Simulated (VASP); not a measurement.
Crystal: KBr.

```xyz
2
Lattice="0.0000 3.3000 3.3000 3.3000 0.0000 3.3000 3.3000 3.3000 0.0000" Properties=species:S:1:pos:R:3 pbc="T T T"
K     0.0000    0.0000    0.0000
Br    3.3000    3.3000    3.3000
```

- Program: VASP 6.6.1
- Task: relaxation of cell and atoms
- Functional: PBE
- Potentials or basis: VASP PAW PBE potentials, release 64 (K_sv, Br)
- Cutoff: 600 eV
- k mesh: 6 × 6 × 6
- Occupations: fermi-dirac, width 0.02 eV
- Spin: no spin polarisation

At the start: pressure 0.8 GPa; volume 35.94 Å³/atom.

Question: How do energy, volume and symmetry change on relaxing?

Answer: Over 4 steps the energy falls by 4.2 meV/atom and the volume is 37.75 Å³/atom (+5.0 %); space group Fm-3m (No. 225, to 0.05 Å).

The path:
| step | energy change (eV) | largest force (eV/Å) | pressure (GPa) | volume (Å³) |
| --- | --- | --- | --- | --- |
| 1 | 0.0000 | 0.0000 | 0.77 | 71.87 |
| 2 | -0.0063 | 0.0000 | 0.35 | 73.68 |
| 3 | -0.0084 | 0.0000 | 0.04 | 75.31 |
| 4 | -0.0084 | 0.0000 | 0.01 | 75.50 |

Final structure:
```yaml
crystal:
  lattice:
    - [0.00000, 3.35463, 3.35463]
    - [3.35463, 0.00000, 3.35463]
    - [3.35463, 3.35463, 0.00000]
  atoms:
    - { symbol: K, position: [0.00000, 0.00000, 0.00000] }
    - { symbol: Br, position: [0.50000, 0.50000, 0.50000] }
```
